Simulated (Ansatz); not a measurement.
# Eu (hcp type): how the settings move a single-point run

Aim: see which settings change the result for Eu (hcp type), by how much, and at what cost.

Program: Ansatz 0.2.0. Level of theory: reference: DFT, PBE, PAW with Ansatz's default frozen-core files, scalar-relativistic. These are calculated values, not measurements.

2 further runs of the same task are left out: 2 that didn't finish. Runs told in other sessions of the task aren't counted.

## (1) The starting structure

The structure is hexagonal, space group P6_3/mmc (No. 194). The conventional cell has a = 3.234 Å, b = 3.234 Å, c = 5.116 Å, α = 90.00°, β = 90.00°, γ = 120.00°. Eu (site symmetry -6m2) has 12 Eu at 3.17 to 3.23 Å in its first shell of neighbours.

Coordinates:

```
Eu
1.0
     3.23385    0.00000    0.00000
    -1.61693    2.80060    0.00000
     0.00000    0.00000    5.11580
Eu
2
Cartesian
  0.0000 1.8671 1.2789
  1.6169 0.9335 3.8368
```

## (2) Reference

input.yaml

```yaml
crystal:
  lattice:
    - [3.2338536742, 0.0, 0.0]
    - [-1.6169268371, 2.800599434, 0.0]
    - [0.0, 0.0, 5.1157950255]
  atoms:
    - { symbol: Eu, position: [0.3333333333, 0.6666666667, 0.25], spin: 7.0 }
    - { symbol: Eu, position: [0.6666666667, 0.3333333333, 0.75], spin: 7.0 }
magnetization:
  spin_polarized: true
kpoints:
  mp_grid: { grid: [12, 12, 7] }
scf:
  occupations: { method: fermi_dirac, width: 0.1 }
hamiltonian:
  xc: pbe
  pseudopotentials: { kind: paw }
output:
  forces: true
  stress: true
  eigenvalues: true
  populations: true
  write_density: true
  write_potential: true
  elf: true
  volumetric_format: npy
```

Command:

```bash
$ ansatz run input.yaml --threads 1 --pin off --max-ram 3072MiB --backend cpu --events-out ev --progress --plain --runs-dir out
```

## (3) Changed: scf.algorithm direct_min

input.yaml: that of step 2 with these lines changed.

```diff
@@ -14,2 +14,3 @@
   occupations: { method: fermi_dirac, width: 0.1 }
+  algorithm: direct_min
 hamiltonian:
@@ -22,5 +23 @@
   populations: true
-  write_density: true
-  write_potential: true
-  elf: true
-  volumetric_format: npy
```

**Question.** What will these runs give? Wanted: for each run, ending; energy change; pressure; abs. moment; force.

As calculated:

```tsv
run	ending	energy change	pressure (GPa)	abs. moment (μB)	force (eV/Å)	cycles	time
reference	converged	0	21.9	14.34	0.00	12	25 s
1: scf.algorithm direct_min	converged	0.0 meV/atom	21.9	14.34	0.00	8	1.7 min
```

Times don't compare one to one where runs were asked for different outputs or read a saved state (see the inputs); cycles may leave out searches for a lower state.

Residual by cycle in the longest SCF loop of each run; runs are numbered as in the table. The quantity is the density residual dr2, in eV.

```tsv
cycle	reference	run 1
1	0.206	0.206
2	0.0666	0.0689
3	0.0082	0.0126
4	0.0523	0.069
5	0.00166	0.00247
6	0.0191	8.2e-6
7	0.0011	2.6e-8
8	1.7e-4	1.8e-8
9	4.9e-7	-
10	6.4e-8	-
11	1.5e-8	-
12	5.1e-10	-
```

**Reading.** Same state: the changed solver leaves the energy within 0.5 meV/atom. The structure is not at rest: the sound run finds 22 GPa, so these are no properties of the relaxed crystal. 
